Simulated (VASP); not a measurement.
# C (Fd-3m) in VASP: settings compared, part 2 of 2

VASP 6.6.1. Earlier steps stand in the parts before.

## 4. Dielectric tensor, LDA

This run uses another cell than the first one, of 5.52 Å³/atom, 0.982 times its volume.

Contents of INCAR:

```
PREC = Accurate ; ENCUT = 600
EDIFF = 1E-8 ; ISMEAR = 0
SIGMA = 0.03 ; LREAL = False
LASPH = True ; NELM = 80
ALGO = Normal ; ISIF = 2
LWAVE = False ; LCHARG = False
LEPSILON = True
```

Contents of KPOINTS:

```
regular mesh
0
Monkhorst-Pack
  22 22 22
```

Contents of POSCAR:

```
C                                       
1.0
    0.0000000000      1.7669621626      1.7669621626
    1.7669621626      0.0000000000      1.7669621626
    1.7669621626      1.7669621626      0.0000000000
  C             
     2
Direct
     0.0000000000000000    0.0000000000000000    0.0000000000000000
     0.2500000000000000    0.2500000000000000    0.2500000000000000
```

Potentials or basis: VASP PAW LDA potentials, release 64 (C).

Launch:

```sh
cat potpaw_LDA.64/C/POTCAR > POTCAR
mpirun -np 1 vasp_std > vasp.out
```

OUTCAR:

```text
PREC = Accurate
   ENCUT = 600
   EDIFF = 1E-8
   ISMEAR = 0
   LREAL = False
   LASPH = True
   NELM = 80
   ISIF = 2
   LEPSILON = True

 ion  position               nearest neighbor table
   1  0.000  0.000  0.000-   2 1.53   2 1.53   2 1.53   2 1.53
   2  0.250  0.250  0.250-   1 1.53   1 1.53   1 1.53   1 1.53

  LATTYP: Found a face centered cubic cell.
 ALAT       =     3.5339243252

  Lattice vectors:

 A1 = (   0.0000000000,   1.7669621626,   1.7669621626)
 A2 = (   1.7669621626,   0.0000000000,   1.7669621626)
 A3 = (   1.7669621626,   1.7669621626,   0.0000000000)

Analysis of symmetry for initial positions (statically):
=====================================================================
 Subroutine PRICEL returns:
 Original cell was already a primitive cell.

 Routine SETGRP: Setting up the symmetry group for a
 face centered cubic supercell.

 Subroutine GETGRP returns: Found 48 space group operations
 (whereof 24 operations were pure point group operations)
 out of a pool of 48 trial point group operations.

The static configuration has the point symmetry T_d .
 The point group associated with its full space group is O_h .

Analysis of symmetry for dynamics (positions and initial velocities):
=====================================================================
 Subroutine PRICEL returns:
 Original cell was already a primitive cell.

 Routine SETGRP: Setting up the symmetry group for a
 face centered cubic supercell.

 Subroutine GETGRP returns: Found 48 space group operations
 (whereof 24 operations were pure point group operations)
 out of a pool of 48 trial point group operations.

The dynamic configuration has the point symmetry T_d .
 The point group associated with its full space group is O_h .

 Subroutine INISYM returns: Found 48 space group operations
 (whereof 24 operations are pure point group operations),
 and found     1 'primitive' translations

----------------------------------------------------------------------------------------

                                     Primitive cell

  volume of cell :      11.0335

  direct lattice vectors                    reciprocal lattice vectors
     0.000000000  1.766962163  1.766962163    -0.282971538  0.282971538  0.282971538
     1.766962163  0.000000000  1.766962163     0.282971538 -0.282971538  0.282971538
     1.766962163  1.766962163  0.000000000     0.282971538  0.282971538 -0.282971538

  length of vectors
     2.498861855  2.498861855  2.498861855     0.490121080  0.490121080  0.490121080

  position of ions in fractional coordinates (direct lattice)
     0.000000000  0.000000000  0.000000000
     0.250000000  0.250000000  0.250000000

  ion indices of the primitive-cell ions
   primitive index   ion index
                 1           1
[... 376 lines left out ...]
  band No.  band energies     occupation
      1     -11.2729      2.00000
      2       8.7975      2.00000
      3       9.1518      2.00000
      4       9.7788      2.00000
      5      15.7750      0.00000
      6      16.8285      0.00000
      7      16.9295      0.00000
      8      24.4096      0.00000

 [... further k-points ...]

  FORCE on cell =-STRESS in cart. coord.  units (eV):
  Direction    XX          YY          ZZ          XY          YZ          ZX
  --------------------------------------------------------------------------------------
  -------------------------------------------------------------------------------------
  Total       -0.0025623     -0.0025623     -0.0025623      0.0000000      0.0000000     -0.0000000
  in kB       -0.3720757     -0.3720757     -0.3720757      0.0000000      0.0000000     -0.0000000
  external PRESSURE =      -0.3720757 kB  Pullay stress =       0.0000000 kB

 VOLUME and BASIS-vectors are now :
 -----------------------------------------------------------------------------
  energy-cutoff  :      600.00
  volume of cell :       11.03
      direct lattice vectors                 reciprocal lattice vectors
     0.000000000  1.766962163  1.766962163    -0.282971538  0.282971538  0.282971538
     1.766962163  0.000000000  1.766962163     0.282971538 -0.282971538  0.282971538
     1.766962163  1.766962163  0.000000000     0.282971538  0.282971538 -0.282971538

 POSITION                                       TOTAL-FORCE (eV/Angst)
 -----------------------------------------------------------------------------------
      0.00000      0.00000      0.00000         0.000000     -0.000000     -0.000000
      0.88348      0.88348      0.88348         0.000000      0.000000      0.000000
 -----------------------------------------------------------------------------------
    total drift:                                0.000000      0.000000      0.000000

  FREE ENERGIE OF THE ION-ELECTRON SYSTEM (eV)
  ---------------------------------------------------
  free  energy   TOTEN  =       -20.2522297243 eV

  energy  without entropy=      -20.2522297243  energy(sigma->0) =      -20.25222972

 HEAD OF MICROSCOPIC STATIC DIELECTRIC TENSOR (INDEPENDENT PARTICLE, excluding Hartree and local field effects)
 ------------------------------------------------------
           5.939199     0.000000     0.000000
           0.000000     5.939199     0.000000
           0.000000     0.000000     5.939199
 ------------------------------------------------------

 Free energy of the ion-electron system (eV)
  ---------------------------------------------------
  ---------------------------------------------------
  free energy    TOTEN  =        -0.15358883 eV

  energy without entropy =       -0.15358883

------------------------ aborting loop because EDIFF is reached ----------------------------------------

--------------------------------------- Ionic step        2  -------------------------------------------

------------------------ aborting loop because EDIFF is reached ----------------------------------------

--------------------------------------- Ionic step        3  -------------------------------------------

 Free energy of the ion-electron system (eV)
  ---------------------------------------------------
  ---------------------------------------------------
  free energy    TOTEN  =        -0.15358882 eV

  energy without entropy =       -0.15358882

------------------------ aborting loop because EDIFF is reached ----------------------------------------

 PIEZOELECTRIC TENSOR FIELD DIRECTION 3  (e Angst)
 -----------------------------------------------------------------------------
    -0.00039  0.00000  0.00000           ( -0.00000  0.00000  0.00000)
     0.00000 -0.00039  0.00000           (  0.00000 -0.00000  0.00000)
     0.00000  0.00000  0.00053           (  0.00000  0.00000 -0.00000)

 PIEZOELECTRIC TENSOR FIELD DIRECTION 3  (C/m^2)
 -----------------------------------------------------------------------------
    -0.00056  0.00000  0.00000
     0.00000 -0.00056  0.00000
     0.00000  0.00000  0.00076

 MACROSCOPIC STATIC DIELECTRIC TENSOR (including local field effects in DFT)
 ------------------------------------------------------
           5.763162    -0.000000     0.000000
           0.000000     5.763162     0.000000
          -0.000000     0.000000     5.763162
 ------------------------------------------------------

 PIEZOELECTRIC TENSOR (including local field effects)  for field in x, y, z        (e  Angst)
          XX          YY          ZZ          XY          YZ          ZX
  --------------------------------------------------------------------------------
  x     0.00000    -0.00000    -0.00000     0.00000     0.00000     0.00000
  y    -0.00000     0.00000    -0.00000     0.00000    -0.00000     0.00000
  z     0.00000     0.00000     0.00000     0.00000     0.00000     0.00000

 PIEZOELECTRIC TENSOR (including local field effects)  for field in x, y, z        (C/m^2)
          XX          YY          ZZ          XY          YZ          ZX
  --------------------------------------------------------------------------------
  x     0.00000    -0.00000    -0.00000     0.00000     0.00000     0.00000
  y    -0.00000     0.00000    -0.00000     0.00000    -0.00000     0.00000
  z     0.00000     0.00000     0.00000     0.00000     0.00000     0.00000

 BORN EFFECTIVE CHARGES (including local field effects) (in |e|, cummulative output)
 ---------------------------------------------------------------------------------
 ion    1
    1    -0.00000     0.00000     0.00000
    2    -0.00000    -0.00000    -0.00000
    3     0.00000     0.00000    -0.00000
 ion    2
    1     0.00000     0.00000     0.00000
    2     0.00000     0.00000     0.00000
    3     0.00000     0.00000     0.00000
```

OSZICAR:

```text
N       E                     dE             d eps       ncg     rms          rms(c)
DAV:   1     0.177131843568E+00    0.17713E+00   -0.55949E+03 16680   0.111E+03
DAV:   2    -0.209755793860E+02   -0.21153E+02   -0.20199E+02 25040   0.121E+02
DAV:   3    -0.211145727932E+02   -0.13899E+00   -0.13899E+00 17528   0.130E+01
[... 14 lines left out ...]
RMM:   3    -0.148326358379E+00    0.22458E-02   -0.84469E-04 70781   0.270E-01    0.403E-01
RMM:   4    -0.153171227069E+00   -0.48449E-02   -0.12120E-03 70706   0.327E-01    0.326E-02
RMM:   5    -0.153570318196E+00   -0.39909E-03   -0.14282E-05 72179   0.355E-02    0.283E-03
RMM:   6    -0.153585517564E+00   -0.15199E-04   -0.88528E-08 74972   0.291E-03    0.144E-03
RMM:   7    -0.153587976796E+00   -0.24592E-05   -0.81249E-09 75187   0.980E-04    0.157E-04
RMM:   8    -0.153588905313E+00   -0.92852E-06   -0.29138E-10 65700   0.154E-04    0.286E-05
RMM:   9    -0.153588824379E+00    0.80934E-07    0.00000E+00 39492   0.304E-05    0.391E-06
```

stdout:

```text
POSCAR found type information on POSCAR C
 POSCAR found :  1 types and       2 ions
 scaLAPACK will be used
 LDA part: xc-table for (Slater(with rela. corr.)+CA(PZ))
 , standard interpolation
 -----------------------------------------------------------------------------
[... 38 lines left out ...]
 dielectric tensor                  component  3 :     0.005    -0.972     4.473
 Linear response to external field, progress :
  Direction:   1
 dielectric tensor                  component  1 :     5.763     0.078    -0.078
 Linear response to external field, progress :
  Direction:   2
 dielectric tensor                  component  2 :     0.079     5.763    -0.079
 Linear response to external field, progress :
  Direction:   3
 dielectric tensor                  component  3 :     0.174    -0.174     5.763
 Born effective charges drift removed
```

It took 21 min on 1 thread of Intel Xeon Platinum 8259CL at 2.50GHz (Skylake/Cascade Lake), shared host; peak memory 0.76 GiB.

What came out:

- Electronic dielectric tensor (diagonal): 5.76
- Born charges (mean of the diagonal): C +0.00 e

Electronic dielectric tensor:
```
5.76 0.00 0.00
0.00 5.76 0.00
0.00 0.00 5.76
```

Born effective charge tensors (e):
atom 1, C
```
0.00 0.00 0.00
0.00 0.00 0.00
0.00 0.00 0.00
```
atom 2, C
```
0.00 0.00 0.00
0.00 0.00 0.00
0.00 0.00 0.00
```
